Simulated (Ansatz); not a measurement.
Here is an Ansatz 0.2.0 calculation.

The input input.yaml:

```yaml
crystal:
  lattice:
    - [0.0, 2.0859016414, 2.0859016414]
    - [2.0859016414, 0.0, 2.0859016414]
    - [2.0859016414, 2.0859016414, 0.0]
  atoms:
    - { symbol: Ni, position: [0.0, 0.0, 0.0], spin: 1.0 }
    - { symbol: O, position: [0.5, 0.5, 0.5] }
hamiltonian:
  xc: pbe
  pseudopotentials: { kind: paw }
magnetization:
  spin_polarized: true
kpoints:
  mp_grid: { grid: [11, 11, 11] }
  band_path:
    path:
      - [[0.0, 0.0, 0.0], [0.5, 0.0, 0.5], [0.5, 0.25, 0.75], [0.375, 0.375, 0.75], [0.0, 0.0, 0.0], [0.5, 0.5, 0.5], [0.625, 0.25, 0.625], [0.5, 0.25, 0.75], [0.5, 0.5, 0.5], [0.375, 0.375, 0.75]]
      - [[0.625, 0.25, 0.625], [0.5, 0.0, 0.5]]
    npoints: 14
scf:
  occupations: { method: fermi_dirac, width: 0.05 }
  n_extra_bands: 6
output:
  forces: true
  stress: true
  eigenvalues: true
  fatbands: false
```

Potentials or basis: Ansatz PAW.

Launch:

```bash
$ ansatz run input.yaml --threads 2 --pin off --max-ram 5632MiB --backend cpu --events-out ev --progress --plain --runs-dir out
```

(1) Predict the net moment.

(2) What does it give for the absolute moment?

(3) Predict the pressure.

(4) Predict the site moments.

Results:

(1) 1.73 μB per cell.

(2) 1.73 μB per cell.

(3) 5.7 GPa.

(4) Ni +1.40; O +0.27 μB.

Caveat: the pressure holds a Pulay correction of +0.7 GPa for the finite cutoff; a cell with one magnetic atom can't hold antiferromagnetic order, which such compounds often take; semilocal functionals often make such compounds metallic where correlation or magnetic order opens a gap, which also shifts bond lengths.

The gap isn't set beside the measured one, since this odd mesh misses points on the zone boundary.
